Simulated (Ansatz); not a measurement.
**CoSi2: single point with PBE**

CoSi2:

```
Co Si
1.0
     0.00000    2.67800    2.67800
     2.67800    0.00000    2.67800
     2.67800    2.67800    0.00000
Co Si
1 2
Cartesian
  -0.0005 0.0244 0.0003
  4.0230 4.0299 4.0098
  1.3387 1.3661 1.3473
```

The cell isn't the ideal one: atoms moved at random, drawn with an rms of 0.05 Å.

```
Program             : Ansatz 0.2.0
Task                : single point
Functional          : PBE
Potentials or basis : Ansatz PAW
Cutoff              : 420 eV (not typed: the program's choice for these potentials)
k mesh              : 9 × 9 × 9
Occupations         : fermi-dirac, width 0.05 eV
Spin                : collinear spin, ferromagnetic start
Starting moments    : [2.0, 0.0, 0.0] μB
```

* Pressure: 0.5 GPa
* Largest force: 0.150 eV/Å
* Band gap on the k mesh: none (metal or under the smearing width)
* Net moment: 0.00 μB per cell
* Absolute moment: 0.00 μB per cell

Forces in eV/Å, atoms in the order of the input:
```
Co   0.040 -0.052  0.001
Si  -0.057  0.107  0.088
Si   0.017 -0.055 -0.089
```

Stress tensor (GPa, compression positive):
```
 0.48 -0.59 -0.54
-0.59  0.49  0.25
-0.54  0.25  0.49
```

Levels at points of the mesh, in eV from the Fermi level:
Spin up:
| k point | band 11 | band 12 | band 13 | band 14 | band 15 | band 16 |
| --- | --- | --- | --- | --- | --- | --- |
| (0.00, 0.00, 0.00) | 0.78 | 3.39 | 3.45 | 3.46 | 3.47 | 3.48 |
Spin down:
| k point | band 10 | band 11 | band 12 | band 13 | band 14 | band 15 | band 16 | band 17 |
| --- | --- | --- | --- | --- | --- | --- | --- | --- |
| (0.00, 0.00, 0.00) | -1.87 | 0.78 | 3.39 | 3.45 | 3.46 | 3.47 | 3.48 | 3.49 |

It took 34 s on 2 threads of Intel(R) Xeon(R) Platinum 8259CL CPU @ 2.50GHz (Skylake/Cascade Lake), on a shared host, peak memory 0.8 GiB.

Caveat: the starting moments collapsed, and a magnetic state may lie lower; the starting moments weren't kept.
